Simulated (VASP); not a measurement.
A run of VASP 6.6.1 is set up as follows.

INCAR

```
PREC     = Accurate       # precision mode
ENCUT    = 600            # plane-wave cutoff, eV
EDIFF    = 1E-6           # SCF threshold, eV
ISMEAR   = 0              # smearing method
SIGMA    = 0.03           # smearing width, eV
LREAL    = F              # projectors in reciprocal space
LASPH    = T              # aspherical terms in the spheres
NELM     = 80             # most SCF steps
ALGO     = Normal         # electronic algorithm
ISIF     = 3              # what is computed and relaxed
LWAVE    = F              # write WAVECAR
LCHARG   = F              # write CHGCAR
GGA      = PE             # functional
IBRION   = 2              # ionic algorithm
NSW      = 90             # ionic steps
EDIFFG   = -0.01          # ionic threshold
```

The input KPOINTS:

```
regular mesh
0
Gamma
  10 10 10
```

POSCAR

```
GaN
1.0
    0.0000000000      2.2535006075      2.2535006075
    2.2535006075      0.0000000000      2.2535006075
    2.2535006075      2.2535006075      0.0000000000
Ga N
1 1
Direct
    0.0000000000      0.0000000000      0.0000000000
    0.7500000000      0.7500000000      0.7500000000
```

Potentials or basis: VASP PAW PBE potentials, release 64 (Ga_d, N).

Run with:

```console
$ cat potpaw_PBE.64/Ga_d/POTCAR potpaw_PBE.64/N/POTCAR > POTCAR
$ mpirun -np 1 vasp_std > vasp.out
```

**Question.** Estimate the space group after relaxing (to 0.05 Å).

**Answer.** F-43m (No. 216).

**Question.** Estimate the relaxed cell.

**Answer.** a = 3.216 Å, b = 3.216 Å, c = 3.216 Å, α = 60.00°, β = 60.00°, γ = 60.00°.

**Question.** Estimate the band gap on the k mesh.

**Answer.** 1.55 eV, direct.

Final structure:
```cif
data_structure
_symmetry_space_group_name_H-M 'P 1'
_symmetry_Int_Tables_number 1
_cell_length_a 3.2161
_cell_length_b 3.2161
_cell_length_c 3.2161
_cell_angle_alpha 60.000
_cell_angle_beta 60.000
_cell_angle_gamma 60.000
_cell_volume 23.52
loop_
_atom_site_label
_atom_site_type_symbol
_atom_site_fract_x
_atom_site_fract_y
_atom_site_fract_z
_atom_site_occupancy
Ga1 Ga 0.00000 0.00000 0.00000 1
N1 N 0.75000 0.75000 0.75000 1
```

As with any semilocal functional, this PBE gap is likely too small.
